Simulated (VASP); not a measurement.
# AlP (F-43m) in VASP: notebook, part 3 of 3

VASP 6.6.1. Earlier steps stand in the parts before.

## 6. Relaxation of cell and atoms, PBE, target pressure 6 GPa, at which the enthalpy is minimised

This run uses another cell than the first one, of 20.25 Å³/atom, 0.970 times its volume.

INCAR reads:

```
PREC     = Accurate       # precision mode
ENCUT    = 500            # plane-wave cutoff, eV
EDIFF    = 1E-7           # SCF threshold, eV
ISMEAR   = 0              # smearing method
SIGMA    = 0.01           # smearing width, eV
LREAL    = False          # projectors in reciprocal space
LASPH    = True           # aspherical terms in the spheres
NELM     = 120            # most SCF steps
ALGO     = Normal         # electronic algorithm
ISIF     = 3              # what is computed and relaxed
LWAVE    = False          # write WAVECAR
LCHARG   = False          # write CHGCAR
GGA      = PE             # functional
IBRION   = 2              # ionic algorithm
NSW      = 50             # ionic steps
EDIFFG   = -0.02          # ionic threshold
PSTRESS  = 60.0         
GGA_COMPAT= False        
NELMIN   = 4
```

KPOINTS reads:

```
Automatic mesh
0
Gamma
  6 6 6
```

POSCAR reads:

```
AlP
1.0
    0.0000000000      2.7255000000      2.7255000000
    2.7255000000      0.0000000000      2.7255000000
    2.7255000000      2.7255000000      0.0000000000
Al P
1 1
Direct
    0.0000000000      0.0000000000      0.0000000000
    0.2500000000      0.2500000000      0.2500000000
```

Potentials or basis: VASP PAW PBE potentials, release 64 (Al, P).

Command:

```console
$ cat potpaw_PBE.64/Al/POTCAR potpaw_PBE.64/P/POTCAR > POTCAR
$ mpirun -np 1 vasp_std > vasp.out
```

OUTCAR:

```text
PREC = Accurate
   ENCUT = 500
   EDIFF = 1E-7
   ISMEAR = 0
   LREAL = False
   LASPH = True
   NELM = 120
   ISIF = 3
   GGA = PE
   IBRION = 2
   NSW = 50
   EDIFFG = -0.02
   PSTRESS = 60.0
   NELMIN = 4

 ion  position               nearest neighbor table
   1  0.000  0.000  0.000-   2 2.36   2 2.36   2 2.36   2 2.36
   2  0.250  0.250  0.250-   1 2.36   1 2.36   1 2.36   1 2.36

  LATTYP: Found a face centered cubic cell.
 ALAT       =     5.4510000000

  Lattice vectors:

 A1 = (   0.0000000000,   2.7255000000,   2.7255000000)
 A2 = (   2.7255000000,   0.0000000000,   2.7255000000)
 A3 = (   2.7255000000,   2.7255000000,   0.0000000000)

Analysis of symmetry for initial positions (statically):
=====================================================================
 Subroutine PRICEL returns:
 Original cell was already a primitive cell.

 Routine SETGRP: Setting up the symmetry group for a
 face centered cubic supercell.

 Subroutine GETGRP returns: Found 24 space group operations
 (whereof 24 operations were pure point group operations)
 out of a pool of 48 trial point group operations.

The static configuration has the point symmetry T_d .

Analysis of symmetry for dynamics (positions and initial velocities):
=====================================================================
 Subroutine PRICEL returns:
 Original cell was already a primitive cell.

 Routine SETGRP: Setting up the symmetry group for a
 face centered cubic supercell.

 Subroutine GETGRP returns: Found 24 space group operations
 (whereof 24 operations were pure point group operations)
 out of a pool of 48 trial point group operations.

The dynamic configuration has the point symmetry T_d .

 Subroutine INISYM returns: Found 24 space group operations
 (whereof 24 operations are pure point group operations),
 and found     1 'primitive' translations

[... 90 lines left out ...]
   NFREE  =      1    steps in history (QN), initial steepest desc. (CG)
   ISIF   =      3    stress and relaxation
   ISYM   =      2    0-nonsym 1-usesym 2-fastsym
   POTIM  = 0.5000    time-step for ionic-motion
   TEBEG  =    0.0;   TEEND  =   0.0 temperature during run
   PSTRESS=   60.0 pullay stress
   NELECT =       8.0000    total number of electrons
   NUPDOWN=      -1.0000    fix difference up-down
   EMIN   =  10.00;   EMAX   =-10.00  energy-range for DOS
   EFERMI =   0.00;   METHOD = LEGACY
   ISMEAR =     0;   SIGMA  =   0.01  broadening in eV -4-tet -1-fermi 0-gaus
   EFERMI_NEDOS =   21; number of points for ismear=-14 and -15
   IALGO  =     38    algorithm
   IMIX   =      4    mixing-type and parameters
     AMIX     =   0.40;   BMIX     =  1.00
     AMIX_MAG =   1.60;   BMIX_MAG =  1.00
  volume/ion in A,a.u.               =      20.25       136.63
  Fermi-wavevector in a.u.,A,eV,Ry     =   0.953488  1.801831 12.369596  0.909140
  Thomas-Fermi vector in A             =   2.082148
   LORBIT       =      0    0 simple, 1 ext, 2 COOP (PROOUT), +10 PAW based schemes
   GGA     = PE    functional components
   LHFCALC =     F    Hartree Fock is set to
   AEXX    =    0.0000 exact exchange contribution
   IVDW    =     0    specifies the selected vdW correction
   LEPSILON=     F    determine dielectric tensor
   LRPA    =     F    only Hartree local field effects (RPA)
 conjugate gradient relaxation of ions
 non-spin polarized calculation
 Gauss-broadening in eV      SIGMA  =   0.01
  energy-cutoff  :      500.00
  volume of cell :       40.49
 maximum number of plane-waves:      1056
   NGX = 13   NGY = 13   NGZ = 13

--------------------------------------- Ionic step        1  -------------------------------------------

 number of electron       8.0000000 magnetization

 Free energy of the ion-electron system (eV)
  ---------------------------------------------------
  ext. energy  EPLUGINS =         0.00000000
  ---------------------------------------------------
  free energy    TOTEN  =       -10.35906983 eV

  energy without entropy =      -10.35906983  energy(sigma->0) =      -10.35906983

------------------------ aborting loop because EDIFF is reached ----------------------------------------

  FORCE on cell =-STRESS in cart. coord.  units (eV):
  Direction    XX          YY          ZZ          XY          YZ          ZX
  --------------------------------------------------------------------------------------
  -------------------------------------------------------------------------------------
  Total        0.6759016      0.6759016      0.6759016     -0.0000000      0.0000000     -0.0000000
  in kB       26.7439470     26.7439470     26.7439470     -0.0000000      0.0000000     -0.0000000
  external PRESSURE =     -33.2560530 kB  Pullay stress =      60.0000000 kB
[... 63 lines left out ...]
--------------------------------------- Ionic step        3  -------------------------------------------

 number of electron       7.9999999 magnetization

 Free energy of the ion-electron system (eV)
  ---------------------------------------------------
  ext. energy  EPLUGINS =         0.00000000
  ---------------------------------------------------
  free energy    TOTEN  =       -10.32379445 eV

  energy without entropy =      -10.32379445  energy(sigma->0) =      -10.32379445

 E-fermi :   5.0412     XC(G=0):  -9.3557

 val. band max:        4.9402039536   @ k =   0.0000   0.0000   0.0000
 cond. band min:       6.4381793294   @ k =   0.5000   0.5000   0.0000
 fundamental gap:      1.4979753758
 Fermi energy:         5.0411856773

 k-point     1 :       0.0000    0.0000    0.0000
  band No.  band energies     occupation
      1      -6.7888      2.00000
      2       4.9402      2.00000
      3       4.9402      2.00000
      4       4.9402      2.00000
      5       8.5744      0.00000
      6       9.5514      0.00000
      7       9.5514      0.00000
      8       9.5514      0.00000
[... 196 lines left out ...]
  energy  without entropy=      -10.3237944498  energy(sigma->0) =      -10.32379445

  enthalpy is  TOTEN    =        -8.8568080625 eV   P V=        1.4669863874

 reached required accuracy - stopping structural energy minimisation
```

OSZICAR:

```text
N       E                     dE             d eps       ncg     rms          rms(c)
DAV:   1     0.107859262353E+02    0.10786E+02   -0.31905E+03   264   0.744E+02
DAV:   2    -0.102634606061E+02   -0.21049E+02   -0.19579E+02   368   0.894E+01
DAV:   3    -0.107117118155E+02   -0.44825E+00   -0.44825E+00   328   0.171E+01
[... 28 lines left out ...]
DAV:   5    -0.103237962762E+02    0.49327E-04   -0.47376E-05   304   0.418E-02    0.288E-02
DAV:   6    -0.103237946054E+02    0.16708E-05   -0.22899E-06   328   0.115E-02    0.102E-02
DAV:   7    -0.103237943064E+02    0.29892E-06   -0.40103E-07   272   0.404E-03    0.332E-03
DAV:   8    -0.103237944171E+02   -0.11061E-06   -0.11066E-08   128   0.766E-04    0.488E-04
DAV:   9    -0.103237944498E+02   -0.32781E-07   -0.66789E-09   128   0.655E-04
   3 F= -.88568081E+01 E0= -.88568081E+01  d E =-.141223E-01
```

CONTCAR:

```text
AlP
   1.00000000000000
     0.0000000000000000    2.6955774012707874    2.6955774012707874
     2.6955774012707874    0.0000000000000000    2.6955774012707874
     2.6955774012707874    2.6955774012707874    0.0000000000000000
  Al              P
     1     1
Direct
     0.0000000000000000    0.0000000000000000    0.0000000000000000
     0.2500000000000000    0.2500000000000000    0.2500000000000000

  0.00000000E+00  0.00000000E+00  0.00000000E+00
  0.00000000E+00  0.00000000E+00  0.00000000E+00
```

Run time: 8.5 s. Hardware: 1 thread of Intel Xeon 6975P-C (Granite Rapids), shared host; peak memory 0.15 GiB.

Results:

```
Free energy                                            : -10.3238 eV
Relaxed volume                                         : 19.59 Å³/atom
Relaxed cell                                           : a = 3.812 Å, b = 3.812 Å, c = 3.812 Å, α = 60.00°, β = 60.00°, γ = 60.00°
Space group after relaxing (to 0.05 Å)                 : F-43m (No. 216)
Energy change on relaxing (the enthalpy is what falls) : +17.6 meV/atom
Ionic steps                                            : 3
Pressure after relaxing                                : 6.0 GPa
Band gap on the k mesh                                 : 1.50 eV, indirect (least direct gap 3.63 eV)
```

The path:
```csv
step,energy change (eV),largest force (eV/Å),pressure (GPa),volume (Å³)
1,0.0000,0.0000,2.67,40.49
2,0.0868,0.0000,9.19,38.08
3,0.0353,0.0000,5.99,39.17
```

Final structure:
```
Al P
1.0
     0.00000    2.69558    2.69558
     2.69558    0.00000    2.69558
     2.69558    2.69558    0.00000
Al P
1 1
Cartesian
  0.0000 0.0000 0.0000
  1.3478 1.3478 1.3478
```

Caveat: the cell is relaxed towards a set pressure, so the enthalpy falls and the energy may rise.

## 7. Relaxation of cell and atoms, PBE, target pressure 8 GPa, at which the enthalpy is minimised

This run uses another cell than the first one, of 20.25 Å³/atom, 0.970 times its volume.

INCAR reads:

```
PREC = Accurate
ENCUT = 500
EDIFF = 1E-7
ISMEAR = 0
SIGMA = 0.01
LREAL = F
LASPH = T
NELM = 120
ALGO = Normal
ISIF = 3
LWAVE = F
LCHARG = F
GGA = PE
IBRION = 2
NSW = 50
EDIFFG = -0.02
PSTRESS = 80.0
GGA_COMPAT = F
NELMIN = 4
```

KPOINTS is that of step 6.

POSCAR is that of step 6.

Potentials or basis: VASP PAW PBE potentials, release 64 (Al, P).

Command:

```console
$ cat potpaw_PBE.64/Al/POTCAR potpaw_PBE.64/P/POTCAR > POTCAR
$ mpirun -np 1 vasp_std > vasp.out
```

OUTCAR:

```text
PREC = Accurate
   ENCUT = 500
   EDIFF = 1E-7
   ISMEAR = 0
   LREAL = F
   LASPH = T
   NELM = 120
   ISIF = 3
   GGA = PE
   IBRION = 2
   NSW = 50
   EDIFFG = -0.02
   PSTRESS = 80.0
   NELMIN = 4

 ion  position               nearest neighbor table
   1  0.000  0.000  0.000-   2 2.36   2 2.36   2 2.36   2 2.36
   2  0.250  0.250  0.250-   1 2.36   1 2.36   1 2.36   1 2.36

  LATTYP: Found a face centered cubic cell.
 ALAT       =     5.4510000000

  Lattice vectors:

 A1 = (   0.0000000000,   2.7255000000,   2.7255000000)
 A2 = (   2.7255000000,   0.0000000000,   2.7255000000)
 A3 = (   2.7255000000,   2.7255000000,   0.0000000000)

Analysis of symmetry for initial positions (statically):
=====================================================================
 Subroutine PRICEL returns:
 Original cell was already a primitive cell.

 Routine SETGRP: Setting up the symmetry group for a
 face centered cubic supercell.

 Subroutine GETGRP returns: Found 24 space group operations
 (whereof 24 operations were pure point group operations)
 out of a pool of 48 trial point group operations.

The static configuration has the point symmetry T_d .

Analysis of symmetry for dynamics (positions and initial velocities):
=====================================================================
 Subroutine PRICEL returns:
 Original cell was already a primitive cell.

 Routine SETGRP: Setting up the symmetry group for a
 face centered cubic supercell.

 Subroutine GETGRP returns: Found 24 space group operations
 (whereof 24 operations were pure point group operations)
 out of a pool of 48 trial point group operations.

The dynamic configuration has the point symmetry T_d .

 Subroutine INISYM returns: Found 24 space group operations
 (whereof 24 operations are pure point group operations),
 and found     1 'primitive' translations

----------------------------------------------------------------------------------------

                                     Primitive cell

[... 89 lines left out ...]
   POTIM  = 0.5000    time-step for ionic-motion
   TEBEG  =    0.0;   TEEND  =   0.0 temperature during run
   PSTRESS=   80.0 pullay stress
   NELECT =       8.0000    total number of electrons
   NUPDOWN=      -1.0000    fix difference up-down
   EMIN   =  10.00;   EMAX   =-10.00  energy-range for DOS
   EFERMI =   0.00;   METHOD = LEGACY
   ISMEAR =     0;   SIGMA  =   0.01  broadening in eV -4-tet -1-fermi 0-gaus
   EFERMI_NEDOS =   21; number of points for ismear=-14 and -15
   IALGO  =     38    algorithm
   IMIX   =      4    mixing-type and parameters
     AMIX     =   0.40;   BMIX     =  1.00
     AMIX_MAG =   1.60;   BMIX_MAG =  1.00
  volume/ion in A,a.u.               =      20.25       136.63
  Fermi-wavevector in a.u.,A,eV,Ry     =   0.953488  1.801831 12.369596  0.909140
  Thomas-Fermi vector in A             =   2.082148
   LORBIT       =      0    0 simple, 1 ext, 2 COOP (PROOUT), +10 PAW based schemes
   GGA     = PE    functional components
   LHFCALC =     F    Hartree Fock is set to
   AEXX    =    0.0000 exact exchange contribution
   IVDW    =     0    specifies the selected vdW correction
   LEPSILON=     F    determine dielectric tensor
   LRPA    =     F    only Hartree local field effects (RPA)
 conjugate gradient relaxation of ions
 non-spin polarized calculation
 Gauss-broadening in eV      SIGMA  =   0.01
  energy-cutoff  :      500.00
  volume of cell :       40.49
 maximum number of plane-waves:      1056
   NGX = 13   NGY = 13   NGZ = 13

--------------------------------------- Ionic step        1  -------------------------------------------

 number of electron       8.0000000 magnetization

 Free energy of the ion-electron system (eV)
  ---------------------------------------------------
  ext. energy  EPLUGINS =         0.00000000
  ---------------------------------------------------
  free energy    TOTEN  =       -10.35906983 eV

  energy without entropy =      -10.35906983  energy(sigma->0) =      -10.35906983

------------------------ aborting loop because EDIFF is reached ----------------------------------------

  FORCE on cell =-STRESS in cart. coord.  units (eV):
  Direction    XX          YY          ZZ          XY          YZ          ZX
  --------------------------------------------------------------------------------------
  -------------------------------------------------------------------------------------
  Total        0.6759016      0.6759016      0.6759016     -0.0000000      0.0000000     -0.0000000
  in kB       26.7439470     26.7439470     26.7439470     -0.0000000      0.0000000     -0.0000000
  external PRESSURE =     -53.2560530 kB  Pullay stress =      80.0000000 kB
[... 63 lines left out ...]
--------------------------------------- Ionic step        3  -------------------------------------------

 number of electron       7.9999999 magnetization

 Free energy of the ion-electron system (eV)
  ---------------------------------------------------
  ext. energy  EPLUGINS =         0.00000000
  ---------------------------------------------------
  free energy    TOTEN  =       -10.29373839 eV

  energy without entropy =      -10.29373839  energy(sigma->0) =      -10.29373839

 E-fermi :   5.1633     XC(G=0):  -9.4259

 val. band max:        5.1108819843   @ k =   0.0000   0.0000   0.0000
 cond. band min:       6.5701638022   @ k =   0.5000   0.5000   0.0000
 fundamental gap:      1.4592818179
 Fermi energy:         5.1633081278

 k-point     1 :       0.0000    0.0000    0.0000
  band No.  band energies     occupation
      1      -6.7255      2.00000
      2       5.1109      2.00000
      3       5.1109      2.00000
      4       5.1109      2.00000
      5       8.9007      0.00000
      6       9.7463      0.00000
      7       9.7463      0.00000
      8       9.7463      0.00000
[... 196 lines left out ...]
  energy  without entropy=      -10.2937383854  energy(sigma->0) =      -10.29373839

  enthalpy is  TOTEN    =        -8.3723053157 eV   P V=        1.9214330697

 reached required accuracy - stopping structural energy minimisation
```

OSZICAR:

```text
N       E                     dE             d eps       ncg     rms          rms(c)
DAV:   1     0.107859262353E+02    0.10786E+02   -0.31905E+03   264   0.744E+02
DAV:   2    -0.102634606061E+02   -0.21049E+02   -0.19579E+02   368   0.894E+01
DAV:   3    -0.107117118155E+02   -0.44825E+00   -0.44825E+00   328   0.171E+01
[... 28 lines left out ...]
DAV:   5    -0.102937418498E+02    0.12887E-03   -0.12898E-04   304   0.692E-02    0.485E-02
DAV:   6    -0.102937385111E+02    0.33387E-05   -0.65732E-06   344   0.193E-02    0.170E-02
DAV:   7    -0.102937381489E+02    0.36212E-06   -0.10873E-06   272   0.670E-03    0.542E-03
DAV:   8    -0.102937383270E+02   -0.17803E-06   -0.32034E-08   184   0.129E-03    0.814E-04
DAV:   9    -0.102937383854E+02   -0.58396E-07   -0.16705E-08   128   0.105E-03
   3 F= -.83723053E+01 E0= -.83723053E+01  d E =-.350810E-01
```

CONTCAR:

```text
AlP
   1.00000000000000
     0.0000000000000000    2.6796122442659680    2.6796122442659680
     2.6796122442659680    0.0000000000000000    2.6796122442659680
     2.6796122442659680    2.6796122442659680    0.0000000000000000
  Al              P
     1     1
Direct
     0.0000000000000000    0.0000000000000000    0.0000000000000000
     0.2500000000000000    0.2500000000000000    0.2500000000000000

  0.00000000E+00  0.00000000E+00  0.00000000E+00
  0.00000000E+00  0.00000000E+00  0.00000000E+00
```

Wall time 9 s (1 thread of Intel Xeon 6975P-C (Granite Rapids), shared host); peak memory 0.15 GiB.

Results:

| Item | Value |
| --- | --- |
| Free energy | -10.2937 eV |
| Relaxed volume | 19.24 Å³/atom |
| Relaxed cell | a = 3.790 Å, b = 3.790 Å, c = 3.790 Å, α = 60.00°, β = 60.00°, γ = 60.00° |
| Space group after relaxing (to 0.05 Å) | F-43m (No. 216) |
| Energy change on relaxing (the enthalpy is what falls) | +32.7 meV/atom |
| Ionic steps | 3 |
| Pressure after relaxing | 8.0 GPa |
| Band gap on the k mesh | 1.46 eV, indirect (least direct gap 3.68 eV) |

The path:
| step | energy change (eV) | largest force (eV/Å) | pressure (GPa) | volume (Å³) |
| --- | --- | --- | --- | --- |
| 1 | 0.0000 | 0.0000 | 2.67 | 40.49 |
| 2 | 0.1877 | 0.0000 | 13.98 | 36.67 |
| 3 | 0.0653 | 0.0000 | 7.96 | 38.48 |

Final structure:
```
Al P
1.0
     0.00000    2.67961    2.67961
     2.67961    0.00000    2.67961
     2.67961    2.67961    0.00000
Al P
1 1
Direct
  0.00000 0.00000 0.00000
  0.25000 0.25000 0.25000
```

Caveat: the cell is relaxed towards a set pressure, so the enthalpy falls and the energy may rise. A hybrid or GW would open this gap; PBE tends to underestimate it.

## 8. Summary

```csv
task,cell,gap on the mesh (eV),pressure (GPa)
single point,"a = 3.894 Å, angles 60.0°, 2 atoms",1.63,0.0
relaxation of cell and atoms,"relaxed from a = 3.854 Å, angles 60.0°, 2 atoms",1.63,0.0
relaxation of cell and atoms,"relaxed to 2 GPa from a = 3.854 Å, angles 60.0°, 2 atoms",1.58,2.0
relaxation of cell and atoms,"relaxed to 4 GPa from a = 3.854 Å, angles 60.0°, 2 atoms",1.54,4.0
relaxation of cell and atoms,"relaxed to 6 GPa from a = 3.854 Å, angles 60.0°, 2 atoms",1.50,6.0
relaxation of cell and atoms,"relaxed to 8 GPa from a = 3.854 Å, angles 60.0°, 2 atoms",1.46,8.0
```

Alike in all rows: level PBE; potentials or basis VASP PAW PBE potentials, release 64 (Al, P); no spin polarisation; k mesh 6 × 6 × 6; cutoff (eV) 500; smearing gaussian 0.01 eV.

Caveats: the cell is relaxed towards a set pressure, so the enthalpy falls and the energy may rise (some runs).

Absolute energies hang on the potentials; compare differences alone.

## 9. How close it comes

Step 2. Against the measured gap of AlP, 2.505 eV (indirect; 4.2 K; a printed reference work, data compilation), the calculated 1.63 eV is off by -0.88 eV. The value is that of PBE on a finite k mesh, which can miss the band edges, without temperature or zero-point motion. Semilocal functionals fall short of measured gaps as a rule.
